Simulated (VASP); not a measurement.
# MoS2 (R-3m) in VASP: further runs

One crystal, MoS2, is run at these levels: PBE; tasks: single point.

All numbers are computed with VASP 6.6.1; they aren't measurements. Logs are shortened: lines on timing, memory, paths and dates and some standing lists are left out, and cuts for length are marked.

## Step 1: The crystal as given

The structure is trigonal, space group R-3m (No. 166). Conventional cell: a = 3.171 Å, b = 3.171 Å, c = 18.345 Å, α = 90.00°, β = 90.00°, γ = 120.00°. Mo (site symmetry -3m) is surrounded by 6 S at 2.39 Å. S (site symmetry 3m) has 3 Mo at 2.39 Å as nearest neighbours.

Measurements of this composition are mostly on another form, of space group No. 194.

## Step 2: Single point, PBE, spin-orbit coupling, no magnetisation

INCAR reads:

```
SYSTEM = MoS2
PREC = Accurate
ENCUT = 400
EDIFF = 1E-7
ISMEAR = 0
SIGMA = 0.02
LREAL = .FALSE.
LASPH = .TRUE.
NELM = 100
ALGO = Normal
ISIF = 2
LWAVE = .FALSE.
LCHARG = .FALSE.
LNONCOLLINEAR = .TRUE.
MAGMOM = 0 0 0 0 0 0 0 0 0
LORBIT = 11
LSORBIT = .TRUE.
GGA_COMPAT = .FALSE.
LMAXMIX = 4
GGA = PE
NBANDS = 42
```

KPOINTS reads:

```
Automatic mesh
0
G
  4 4 4
  0 0 0
```

POSCAR reads:

```
MoS2
1.0
    1.5855000000      0.9153888518      6.1149966667
   -1.5855000000      0.9153888518      6.1149966667
    0.0000000000     -1.8307777036      6.1149966667
Mo S
1 2
Direct
    0.0000000000      0.0000000000      0.0000000000
    0.2500000000      0.2500000000      0.2500000000
    0.7500000000      0.7500000000      0.7500000000
```

Potentials or basis: VASP PAW PBE potentials, release 64 (Mo_sv, S).

The run is started by

```sh
$ cat potpaw_PBE.64/Mo_sv/POTCAR potpaw_PBE.64/S/POTCAR > POTCAR
$ mpirun -np 1 vasp_ncl > vasp.out
```

OUTCAR:

```text
SYSTEM = MoS2
   PREC = Accurate
   ENCUT = 400
   EDIFF = 1E-7
   ISMEAR = 0
   LREAL = .FALSE.
   LASPH = .TRUE.
   NELM = 100
   ISIF = 2
   LNONCOLLINEAR = .TRUE.
   LORBIT = 11
   LSORBIT = .TRUE.
   GGA = PE

 Found     13 irreducible k-points:

 Following reciprocal coordinates:
            Coordinates               Weight
  0.000000  0.000000  0.000000      1.000000
  0.250000  0.000000  0.000000      6.000000
  0.500000  0.000000  0.000000      3.000000
  0.250000  0.250000  0.000000      6.000000
  0.500000  0.250000  0.000000     12.000000
 -0.250000  0.250000  0.000000      6.000000
   k-points           NKPTS =     13   k-points in BZ     NKDIM =     13   number of bands    NBANDS=     42
   number of dos      NEDOS =    301   number of ions     NIONS =      3
   total plane-waves  NPLWV =  74088
   dimension x,y,z NGX =    42 NGY =   42 NGZ =   42
   dimension x,y,z NGXF=    84 NGYF=   84 NGZF=   84
   ions per type =               1   2
   NGX,Y,Z   is equivalent  to a cutoff of  10.94, 10.94, 10.94 a.u.
   NGXF,Y,Z  is equivalent  to a cutoff of  21.88, 21.88, 21.88 a.u.
 SYSTEM =  MoS2
   PREC   = accura    normal or accurate (medium, high low for compatibility)
   ISTART =      0    job   : 0-new  1-cont  2-samecut
   ICHARG =      2    charge: 1-file 2-atom 10-const
   ISPIN  =      1    spin polarized calculation?
   LNONCOLLINEAR =      T non collinear calculations
   LSORBIT =      T    spin-orbit coupling
   LASPH  =      T    aspherical Exc in radial PAW
   ENCUT  =  400.0 eV  29.40 Ry    5.42 a.u.  10.41 10.41 10.41*2*pi/ulx,y,z
   NELM   =    100;   NELMIN=  2; NELMDL= -5     # of ELM steps
   EDIFF  = 0.1E-06   stopping-criterion for ELM
   LREAL  =      F    real-space projection
[... 7 lines left out ...]
   TEBEG  =    0.0;   TEEND  =   0.0 temperature during run
   PSTRESS=    0.0 pullay stress
   NELECT =      26.0000    total number of electrons
   NUPDOWN=      -1.0000    fix difference up-down
   EMIN   =  10.00;   EMAX   =-10.00  energy-range for DOS
   EFERMI =   0.00;   METHOD = LEGACY
   ISMEAR =     0;   SIGMA  =   0.02  broadening in eV -4-tet -1-fermi 0-gaus
   EFERMI_NEDOS =   21; number of points for ismear=-14 and -15
   IALGO  =     38    algorithm
   IMIX   =      4    mixing-type and parameters
     AMIX     =   0.40;   BMIX     =  1.00
     AMIX_MAG =   1.60;   BMIX_MAG =  1.00
  volume/ion in A,a.u.               =      17.75       119.78
  Fermi-wavevector in a.u.,A,eV,Ry     =   1.289118  2.436081 22.610522  1.661826
  Thomas-Fermi vector in A             =   2.421031
   LORBIT       =     11    0 simple, 1 ext, 2 COOP (PROOUT), +10 PAW based schemes
   GGA     = PE    functional components
   LHFCALC =     F    Hartree Fock is set to
   AEXX    =    0.0000 exact exchange contribution
   IVDW    =     0    specifies the selected vdW correction
[... 288 lines left out ...]
  in kB       84.0003291     84.0003291     82.5055282      0.0000000     -0.0000000      0.0000000
  external PRESSURE =      83.5020621 kB  Pullay stress =       0.0000000 kB

 VOLUME and BASIS-vectors are now :
 -----------------------------------------------------------------------------
  energy-cutoff  :      400.00
  volume of cell :       53.25
      direct lattice vectors                 reciprocal lattice vectors
     1.585500000  0.915388852  6.114996667     0.315357931  0.182071986  0.054510796
    -1.585500000  0.915388852  6.114996667    -0.315357931  0.182071986  0.054510796
     0.000000000 -1.830777704  6.114996667     0.000000000 -0.364143973  0.054510796

 POSITION                                       TOTAL-FORCE (eV/Angst)
 -----------------------------------------------------------------------------------
      0.00000      0.00000      0.00000        -0.000000     -0.000000     -0.000000
      0.00000      0.00000      4.58625         0.000000     -0.000000     -0.778352
      0.00000      0.00000     13.75874         0.000000      0.000000      0.778352
 -----------------------------------------------------------------------------------
    total drift:                                0.000000      0.000000     -0.000000

  FREE ENERGIE OF THE ION-ELECTRON SYSTEM (eV)
  ---------------------------------------------------
  free  energy   TOTEN  =       -20.9064614021 eV

  energy  without entropy=      -20.9034323173  energy(sigma->0) =      -20.90494686

 Spin-Orbit-Coupling matrix elements

 Ion:    1  E_soc:     -0.1974043
 l=   1
     0.0000000    -0.0294382    -0.0291771
    -0.0294382     0.0000000    -0.0294382
    -0.0291771    -0.0294382     0.0000000
 l=   2
     0.0000000    -0.0005419     0.0000000    -0.0005419    -0.0038562
    -0.0005419     0.0000000    -0.0022075    -0.0002097    -0.0005419
     0.0000000    -0.0022075     0.0000000    -0.0022075     0.0000000
    -0.0005419    -0.0002097    -0.0022075     0.0000000    -0.0005419
    -0.0038562    -0.0005419     0.0000000    -0.0005419     0.0000000
 l=   3
     0.0000000     0.0000000     0.0000000     0.0000000     0.0000000     0.0000000     0.0000000
     0.0000000     0.0000000     0.0000000     0.0000000     0.0000000     0.0000000     0.0000000
     0.0000000     0.0000000     0.0000000     0.0000000     0.0000000     0.0000000     0.0000000
     0.0000000     0.0000000     0.0000000     0.0000000     0.0000000     0.0000000     0.0000000
[... 29 lines left out ...]
 l=   2
     0.0000000     0.0000000     0.0000000     0.0000000     0.0000000
     0.0000000     0.0000000     0.0000000     0.0000000     0.0000000
     0.0000000     0.0000000     0.0000000     0.0000000     0.0000000
     0.0000000     0.0000000     0.0000000     0.0000000     0.0000000
     0.0000000     0.0000000     0.0000000     0.0000000     0.0000000
 l=   3
     0.0000000     0.0000000     0.0000000     0.0000000     0.0000000     0.0000000     0.0000000
     0.0000000     0.0000000     0.0000000     0.0000000     0.0000000     0.0000000     0.0000000
     0.0000000     0.0000000     0.0000000     0.0000000     0.0000000     0.0000000     0.0000000
     0.0000000     0.0000000     0.0000000     0.0000000     0.0000000     0.0000000     0.0000000
     0.0000000     0.0000000     0.0000000     0.0000000     0.0000000     0.0000000     0.0000000
     0.0000000     0.0000000     0.0000000     0.0000000     0.0000000     0.0000000     0.0000000
     0.0000000     0.0000000     0.0000000     0.0000000     0.0000000     0.0000000     0.0000000

 total charge

# of ion       s       p       d       tot
------------------------------------------
    1        2.303   6.236   3.951  12.490
    2        1.365   2.353   0.000   3.718
    3        1.365   2.353   0.000   3.718
--------------------------------------------------
tot          5.033  10.943   3.951  19.927

 magnetization (x)

# of ion       s       p       d       tot
------------------------------------------
    1        0.000   0.000   0.000   0.000
    2        0.000   0.000   0.000   0.000
    3        0.000   0.000   0.000   0.000
--------------------------------------------------
tot          0.000   0.000   0.000   0.000

 magnetization (y)

# of ion       s       p       d       tot
------------------------------------------
    1        0.000   0.000   0.000   0.000
    2        0.000   0.000   0.000   0.000
    3        0.000   0.000   0.000   0.000
--------------------------------------------------
tot          0.000   0.000   0.000   0.000

 magnetization (z)

# of ion       s       p       d       tot
------------------------------------------
    1        0.000   0.000   0.000   0.000
    2        0.000   0.000   0.000   0.000
    3        0.000   0.000   0.000   0.000
--------------------------------------------------
tot          0.000   0.000   0.000   0.000
```

Run time: 1.8 min. Hardware: 1 thread of Intel Xeon 6975P-C (Granite Rapids), shared host; peak memory 0.52 GiB.

These settings aren't checked as converged: the numbers below hold their error.

What came out:

```
Free energy                                           : -20.9065 eV
Pressure                                              : 8.4 GPa
Largest force                                         : 0.778 eV/Å
Valence electrons inside the program's atomic spheres : Mo 12.49; S 3.72
```

Caveat: the k mesh is coarse (spacing up to 0.58 Å⁻¹), so the values aren't converged; the cell's inner coordinates are idealised or old, which leaves forces on the atoms.

## Step 3: Single point, PBE, spin-orbit coupling, no magnetisation

INCAR, as its differences from that of step 2:

```diff
@@ -2,3 +2,3 @@
 PREC = Accurate
-ENCUT = 400
+ENCUT = 500
 EDIFF = 1E-7
```

KPOINTS is that of step 2.

POSCAR is that of step 2.

Potentials or basis: VASP PAW PBE potentials, release 64 (Mo_sv, S).

The run is started by

```sh
$ cat potpaw_PBE.64/Mo_sv/POTCAR potpaw_PBE.64/S/POTCAR > POTCAR
$ mpirun -np 1 vasp_ncl > vasp.out
```

Wall time 3.3 min (1 thread of Intel Xeon 6975P-C (Granite Rapids), shared host); peak memory 0.73 GiB.

These settings aren't checked as converged: the numbers below hold their error.

Results:

| Item | Value |
| --- | --- |
| Free energy | -20.9097 eV |
| Pressure | 8.6 GPa |
| Largest force | 0.774 eV/Å |
| Valence electrons inside the program's atomic spheres | Mo 12.49; S 3.72 |

Caveat: the k mesh is coarse (spacing up to 0.58 Å⁻¹), so the values aren't converged; the cell's inner coordinates are idealised or old, which leaves forces on the atoms.
